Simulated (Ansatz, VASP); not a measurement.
# Two plane-wave programs on Al2O3

```
CELL_PARAMETERS angstrom
2.35738 1.36103 4.27754
-2.35738 1.36103 4.27754
0.00000 -2.72207 4.27754
ATOMIC_POSITIONS crystal
Al 0.35206 0.35206 0.35206
Al 0.14794 0.14794 0.14794
Al 0.64794 0.64794 0.64794
Al 0.85206 0.85206 0.85206
O 0.55670 0.94330 0.25000
O 0.25000 0.55670 0.94330
O 0.94330 0.25000 0.55670
O 0.44330 0.05670 0.75000
O 0.75000 0.44330 0.05670
O 0.05670 0.75000 0.44330
```

Alike in both runs: functional PBE; k mesh 6 × 6 × 6; occupations gaussian, width 0.02 eV; no spin polarisation.

Ansatz relaxed the structure, and its values are those at the end. VASP's run is a single point on that final structure, the one shown.

|  | VASP | Ansatz |
| --- | --- | --- |
| version | VASP 6.6.1 | Ansatz 0.2.0 |
| potentials or method | VASP PAW PBE potentials, release 64 (Al, O) | scalar-relativistic, plane waves, PAW |
| plane-wave cutoff (eV) | 520 | 420 |
| valence electrons in the cell | 48 | 48 |

Ansatz gave:

```
gap on the k mesh at the Fermi level (eV) : 6.60
least direct gap on the mesh (eV)         : 6.60
pressure (GPa)                            : 16.1
```

Q: Which values does VASP return?

A: gap on the k mesh at the Fermi level (eV): 6.60; least direct gap on the mesh (eV): 6.60; pressure (GPa): 16.0.

With one functional, cell and mesh, what is left measures potentials, basis and numerics.

Caveats: so large a pressure means that the cell lies far from this level's equilibrium, or that cutoff or potentials fall short (VASP). A k mesh can miss the band edges. PBE gaps usually lie below the measured ones, often by a third to a half.
